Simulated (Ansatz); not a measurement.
**CrCuO2 under changes of volume**

One of the cells (10.911 Å³/atom); the others are scaled copies at fixed shape and fractional positions:

```xyz
4
Lattice="1.4867 0.8583 5.7000 -1.4867 0.8583 5.7000 0.0000 -1.7167 5.7000" Properties=species:S:1:pos:R:3 pbc="T T T"
Cu    0.0000    0.0000    0.0000
Cr    0.0000    0.0000    8.5500
O     0.0000    0.0000   15.2546
O     0.0000    0.0000    1.8454
```

- Program: Ansatz 0.2.0
- Functional: PBE
- Potentials or basis: Ansatz PAW earlier set
- Cutoff: 1070 eV
- Density cutoff: 4280 eV
- k mesh: 10 × 10 × 10
- Occupations: fermi-dirac, width 0.05 eV
- Spin: collinear spin, ferromagnetic start
- Starting moments: [0.6, 3.0, 0.0, 0.0] μB

```csv
volume (Å³/atom),energy over the lowest point (meV/atom),pressure (GPa),gap on the mesh (eV),largest force (eV/Å)
10.256,?,?,?,?
10.474,25.41,12.6,0.97,0.100
10.692,11.35,8.1,1.05,0.033
10.911,3.07,4.1,1.12,0.028
11.129,0.00,0.5,1.10,0.086
11.347,1.59,-2.8,1.07,0.139
11.565,7.37,-5.7,1.04,0.189
```

Question: What does the run at 10.256 Å³/atom give?

Answer: Energy over the lowest point 45.94 meV/atom; pressure 17.6 GPa; gap on the mesh 0.89 eV; largest force 0.171 eV/Å.

Worked out: A Birch-Murnaghan fit of order 3 (a polynomial in V^(-2/3)) to the other rows has its minimum at 11.16 Å³/atom with B0 = V·E''(V) = 172 GPa and B' = 4.5 at fixed shape and positions, which overstates the stiffness. It gives 45.90 meV/atom at 10.256 Å³/atom, against the run's 45.94, and -dE/dV = 17.6 GPa, against 17.6. A parabola through the other rows of the gap, of slope 6.67 eV per unit of ln V there, extrapolates to 0.85 eV, against the run's 0.89.

Energies are extrapolated to zero smearing.

Caveats: only a ferromagnetic start was run, and an antiferromagnetic order may lie lower in energy.

A mesh can miss the band edges.
